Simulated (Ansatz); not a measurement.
Write the native input for Ansatz 0.2.0 that does the following.

* Task: single point
* Functional: PBE
* Potentials or basis: all-electron LAPW, scalar-relativistic
* Cutoff: 270 eV (chosen from the basis error)
* Basis error allowed: 0.001 eV/atom
* k mesh: 12 × 12 × 12
* Occupations: gaussian, width 0.028 eV
* Spin: no spin polarisation

Crystal: Pt.

```xyz
1
Lattice="0.0000 1.9609 1.9609 1.9609 0.0000 1.9609 1.9609 1.9609 0.0000" Properties=species:S:1:pos:R:3 pbc="T T T"
Pt    0.0000    0.0000    0.0000
```

The input as run:

input.yaml

```yaml
crystal:
  lattice:
    - [0.0, 1.9609, 1.9609]
    - [1.9609, 0.0, 1.9609]
    - [1.9609, 1.9609, 0.0]
  atoms:
    - { symbol: Pt, position: [0.0, 0.0, 0.0] }
kpoints:
  mp_grid: { grid: [12, 12, 12] }
scf:
  occupations: { method: gaussian, width: 0.028 }
hamiltonian:
  xc: pbe
  pseudopotentials: { kind: all_electron, lapw: { basis_error: 0.001 } }
output:
  forces: true
  stress: true
  eigenvalues: true
```

Potentials or basis: all-electron LAPW, scalar-relativistic.

The run is started by

```bash
$ ansatz run input.yaml --threads 1 --pin off --max-ram 3072MiB --backend cpu --events-out ev --progress --plain --runs-dir out
```

It gave:

```
Pressure               : 10.2 GPa
Band gap on the k mesh : none (metal or under the smearing width)
```

It took 7.6 s on 1 thread of Arm Neoverse V2 (shared host), peak memory 0.29 GiB.
